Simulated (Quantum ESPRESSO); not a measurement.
Input of a Quantum ESPRESSO 7.5 run:

pw.in

```
&CONTROL
  calculation = 'scf'
  prefix = 'pwscf'
  outdir = './tmp'
  pseudo_dir = './pseudo'
  tprnfor = .true.
  tstress = .true.
  disk_io = 'low'
/
&SYSTEM
  ibrav = 0
  celldm(1) = 8
  nat = 2
  ntyp = 1
  ecutwfc = 70
  nbnd = 10
  input_dft = 'rpbe'
  occupations = 'smearing'
  smearing = 'fd'
  degauss = 0.00367493
/
&ELECTRONS
  conv_thr = 4d-10
  electron_maxstep = 120
  mixing_beta = 0.5
/
ATOMIC_SPECIES
As    74.9216 As_ONCV_PBE-1.2.upf
CELL_PARAMETERS alat
  0.4442738793236   0.2565016438083   0.8300768443201
 -0.4442738793236   0.2565016438083   0.8300768443201
  0.0000000000000  -0.5130032876402   0.8300768443201
ATOMIC_POSITIONS crystal
As     0.2260000000    0.2260000000    0.2260000000
As     0.7740000000    0.7740000000    0.7740000000
K_POINTS automatic
9 9 9 0 0 0
```

The input bands.in:

```
&CONTROL
  calculation = 'bands'
  prefix = 'pwscf'
  outdir = './tmp'
  pseudo_dir = './pseudo'
  disk_io = 'low'
  verbosity = 'high'
/
&SYSTEM
  ibrav = 0
  celldm(1) = 8
  nat = 2
  ntyp = 1
  ecutwfc = 70
  nbnd = 10
  input_dft = 'rpbe'
  occupations = 'smearing'
  smearing = 'fd'
  degauss = 0.00367493
/
&ELECTRONS
  conv_thr = 1d-08
  electron_maxstep = 120
  mixing_beta = 0.5
  diago_full_acc = .true.
  startingwfc = 'random'
/
ATOMIC_SPECIES
As    74.9216 As_ONCV_PBE-1.2.upf
CELL_PARAMETERS alat
  0.4442738793236   0.2565016438083   0.8300768443201
 -0.4442738793236   0.2565016438083   0.8300768443201
  0.0000000000000  -0.5130032876402   0.8300768443201
ATOMIC_POSITIONS crystal
As     0.2260000000    0.2260000000    0.2260000000
As     0.7740000000    0.7740000000    0.7740000000
K_POINTS crystal
60
 0.0000000000  0.0000000000  0.0000000000 1
 0.0625000000  0.0000000000  0.0000000000 1
 0.1250000000  0.0000000000  0.0000000000 1
 0.1875000000  0.0000000000  0.0000000000 1
 0.2500000000  0.0000000000  0.0000000000 1
 0.3125000000  0.0000000000  0.0000000000 1
 0.3750000000  0.0000000000  0.0000000000 1
 0.4375000000  0.0000000000  0.0000000000 1
 0.5000000000  0.0000000000  0.0000000000 1
 0.5000000000  0.0383874312 -0.0383874312 1
 0.5000000000  0.0767748624 -0.0767748624 1
 0.5000000000  0.1151622936 -0.1151622936 1
 0.5000000000  0.1535497248 -0.1535497248 1
 0.5000000000  0.1919371561 -0.1919371561 1
 0.5000000000  0.2303245873 -0.2303245873 1
 0.7696754127  0.5000000000  0.2303245873 1
 0.7311503538  0.5000000000  0.2688496462 1
 0.6926252948  0.5000000000  0.3073747052 1
 0.6541002358  0.5000000000  0.3458997642 1
 0.6155751769  0.5000000000  0.3844248231 1
 0.5770501179  0.5000000000  0.4229498821 1
 0.5385250590  0.5000000000  0.4614749410 1
 0.5000000000  0.5000000000  0.5000000000 1
 0.4285714286  0.4285714286  0.4285714286 1
 0.3571428571  0.3571428571  0.3571428571 1
 0.2857142857  0.2857142857  0.2857142857 1
 0.2142857143  0.2142857143  0.2142857143 1
 0.1428571429  0.1428571429  0.1428571429 1
 0.0714285714  0.0714285714  0.0714285714 1
 0.0000000000  0.0000000000  0.0000000000 1
 0.0365162294  0.0000000000 -0.0365162294 1
 0.0730324587  0.0000000000 -0.0730324587 1
 0.1095486881  0.0000000000 -0.1095486881 1
 0.1460649175  0.0000000000 -0.1460649175 1
 0.1825811468  0.0000000000 -0.1825811468 1
 0.2190973762  0.0000000000 -0.2190973762 1
 0.2556136055  0.0000000000 -0.2556136055 1
 0.2921298349  0.0000000000 -0.2921298349 1
 0.3286460643  0.0000000000 -0.3286460643 1
 0.3651622936  0.0000000000 -0.3651622936 1
 0.6348377064  0.3651622936  0.0000000000 1
 0.5898918042  0.4101081958  0.0000000000 1
 0.5449459021  0.4550540979  0.0000000000 1
 0.5000000000  0.5000000000  0.0000000000 1
 0.5674188532  0.5674188532  0.1151622936 1
 0.6348377064  0.6348377064  0.2303245873 1
 0.6155751769  0.6155751769  0.2688496462 1
 0.5963126474  0.5963126474  0.3073747052 1
 0.5770501179  0.5770501179  0.3458997642 1
 0.5577875884  0.5577875884  0.3844248231 1
 0.5385250590  0.5385250590  0.4229498821 1
 0.5192625295  0.5192625295  0.4614749410 1
 0.5000000000  0.5000000000  0.5000000000 1
 0.5000000000  0.0000000000  0.0000000000 1
 0.5449459021  0.0608603823  0.0608603823 1
 0.5898918042  0.1217207645  0.1217207645 1
 0.6348377064  0.1825811468  0.1825811468 1
 0.6797836085  0.2434415291  0.2434415291 1
 0.7247295106  0.3043019114  0.3043019114 1
 0.7696754127  0.3651622936  0.3651622936 1
```

Potentials or basis: SG15 PBE 1.2.

Command:

```bash
$ OMP_NUM_THREADS=1 pw.x -in pw.in > pw.out
$ OMP_NUM_THREADS=1 pw.x -in bands.in > bands.out
```

**Question.** Estimate the largest force.

**Answer.** 0.435 eV/Å.

**Question.** What does it give for the band gap on the k mesh?

**Answer.** None (metal or under the smearing width).

**Question.** What does it give for the pressure?

**Answer.** 4.8 GPa.

Stress tensor (GPa, compression positive):
```
4.94 0.00 0.00
0.00 4.94 0.00
0.00 0.00 4.59
```

Caveat: the potentials were made for another functional, which shifts forces and pressure.
